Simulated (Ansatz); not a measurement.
# CdTe: the cost of one run

Program: Ansatz 0.2.0. Level of theory: DFT PBE, scalar-relativistic, plane waves, PAW. These are calculated values, not measurements.

The COD entry's cell or inner coordinates are ideal or old and differ from later refinements, so a difference from it is no clean test against experiment.

4 further runs of the same task are left out: 4 set aside as unsound or not needed.

**1. The structure to begin with**

The structure is cubic, space group F-43m (No. 216). The conventional cell has a = 6.619 Å, b = 6.619 Å, c = 6.619 Å, α = 90.00°, β = 90.00°, γ = 90.00°. Cd (site symmetry -43m) has 4 Te at 2.87 Å as nearest neighbours. Around Te (site symmetry -43m) lie 4 Cd at 2.87 Å.

Structure file:

```
CELL_PARAMETERS angstrom
0.00000 3.30926 3.30926
3.30926 0.00000 3.30926
3.30926 3.30926 0.00000
ATOMIC_POSITIONS crystal
Cd 0.00000 0.00000 0.00000
Te 0.75000 0.75000 0.75000
```

This cell was relaxed beforehand with the same method: volume 36.24 Å³/atom, gap on the mesh 0.59 eV.

**2. The cell under 30 GPa**

At a set pressure the run lowers the enthalpy E + PV, so the energy alone may rise along the way.

The input, input.yaml:

```yaml
crystal:
  lattice:
    - [0.0, 3.3092645821, 3.3092645821]
    - [3.3092645821, 0.0, 3.3092645821]
    - [3.3092645821, 3.3092645821, 0.0]
  atoms:
    - { symbol: Cd, position: [0.0, 0.0, 0.0] }
    - { symbol: Te, position: [0.75, 0.75, 0.75] }
basis:
  ecutwfc: 420
kpoints:
  mp_grid: { grid: [10, 10, 10] }
hamiltonian:
  xc: pbe
scf:
  occupations: { method: fixed }
output:
  forces: true
  stress: true
  eigenvalues: true
relax:
  adjacent_minimum: "off"
  f_tol: 0.001
  max_steps: 60
  cell: { stress_tol: 0.02, p_target: 30.0 }
```

On the command line:

```bash
> ansatz run input.yaml --threads 1 --pin off --max-ram 3072MiB --backend cpu --events-out ev --progress --plain --runs-dir out
```

Q: Estimate wall time and peak memory on 1 thread of Intel Xeon at 2.50GHz (Skylake/Cascade Lake), shared host.

About 2.4 min, with a peak of 0.43 GiB.
